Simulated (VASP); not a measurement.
Hg, 4 atoms in the cell. It takes space group P6_3/mmc (No. 194, hexagonal). The conventional cell has a = 3.442 Å, b = 3.442 Å, c = 11.062 Å, α = 90.00°, β = 90.00°, γ = 120.00°. Hg (site symmetry -3m) has 12 Hg at 3.41 to 3.44 Å as nearest neighbours. Hg (site symmetry -6m2) has 12 Hg at 3.41 to 3.44 Å as nearest neighbours. 

```yaml
Program: VASP 6.6.1
Task: single point
Functional: PBEsol
Potentials_or_basis: VASP PAW PBE potentials, release 64 (Hg)
Cutoff: 520 eV
k_mesh: 6 × 6 × 2
Occupations: gaussian, width 0.1 eV
Spin: no spin polarisation
Dipole_correction: no
Further_INCAR_settings: ALGO = Normal; EDIFF = 1e-06; NBANDS = 32
```

Potentials or basis: VASP PAW PBE potentials, release 64 (Hg).

Run with:

```console
$ cat potpaw_PBE.64/Hg/POTCAR > POTCAR
$ mpirun -np 1 vasp_std > vasp.out
```

Hardware: 1 thread of AMD EPYC 7R43 64-Core Processor (Zen 3), on a shared host.

**Question.** How long does it take, and how much memory?

**Answer.** Run time: 110 s on 1 thread of AMD EPYC 7R43 64-Core Processor (Zen 3), on a shared host, peak memory 0.2 GiB. Counts: scf iterations 11, k points 14.
